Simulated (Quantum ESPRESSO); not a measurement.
The system is Te2Pt.

```xyz
3
Lattice="4.0180 0.0000 0.0000 -2.0090 3.4797 0.0000 0.0000 0.0000 5.2120" Properties=species:S:1:pos:R:3 pbc="T T T"
Te    0.0000    2.3198    1.3030
Te    2.0090    1.1599    3.9090
Pt    0.0000    0.0000    0.0000
```

Base run:

| Quantity | Value |
| --- | --- |
| Program | Quantum ESPRESSO 7.5 |
| Functional | LDA |
| Potentials or basis | PseudoDojo 0.4.1 SR PBEsol standard |
| Cutoff | 1143 eV |
| Density cutoff | 4572 eV |
| k mesh | 6 × 6 × 4 |
| Occupations | gaussian, width 0.05 eV |
| Spin | collinear spin, ferromagnetic start |
| Starting moments | [0.0, 0.0, 4.0] μB |
| Hubbard terms | Pt d U = 5 eV |

Its results: band gap on the k mesh none (metal or under the smearing width); pressure 0.5 GPa; net moment 0.00 μB per cell; largest force 0.528 eV/Å.

Task: The run is repeated on the same cell with these changes: functional from LDA to PBEsol. What comes out?

Result: Band gap on the k mesh none (metal or under the smearing width); pressure 2.4 GPa; net moment 0.00 μB per cell; largest force 0.656 eV/Å.

PBEsol binds less tightly than LDA, so the same cell stands under more pressure.

Caveats: the U is typed as a test and isn't derived for this compound; the potentials were made for another functional, which shifts forces and pressure (some runs).
